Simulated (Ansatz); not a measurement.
BaSnO3 (cubic perovskite)

```
BaSnO3
1.0
    4.13130     0.00000     0.00000
    0.00000     4.13130     0.00000
    0.00000     0.00000     4.13130
Ba Sn O
1 1 3
Cartesian
  0.00000   0.00000   0.00000
  2.06565   2.06565   2.06565
  0.00000   2.06565   2.06565
  2.06565   2.06565   0.00000
  2.06565   0.00000   2.06565
```

In each cell atom 2 (Sn, nearest neighbour O at 2.066 Å; its periodic images, 4.1 Å or more away, move with it) moves by s·(0.000, 0.000, 1.000) (along Cartesian z), the rest being held.

The numbers are results of r2SCAN (plane waves to 500 eV, PAW, scalar-relativistic; Ansatz, a quantum-chemistry and plane-wave program), not measurements. k mesh 7×7×7 (Γ-centred), Fermi-Dirac smearing 0.05 eV. E stands for the smeared free energy. Left out: 2 of 11 points, with atoms too close for the PAW data. BaSnO3 was relaxed with its symmetry unable to fall. ΔE is measured from the undisplaced structure.

Question: What ΔE (meV/cell) does the calculation give at s (Å) = -0.496, -0.372, -0.248, -0.124, 0.372?

Answer: 
```json
[
 {"s (Å)": "-0.496", "ΔE (meV/cell)": "4140"},
 {"s (Å)": "-0.372", "ΔE (meV/cell)": "1816"},
 {"s (Å)": "-0.248", "ΔE (meV/cell)": "657"},
 {"s (Å)": "-0.124", "ΔE (meV/cell)": "143"},
 {"s (Å)": "0.372", "ΔE (meV/cell)": "1816"}
]
```

(A displaced cell: forces are minus the slopes of the energy, force constants its curvatures, and phonons follow from these.)
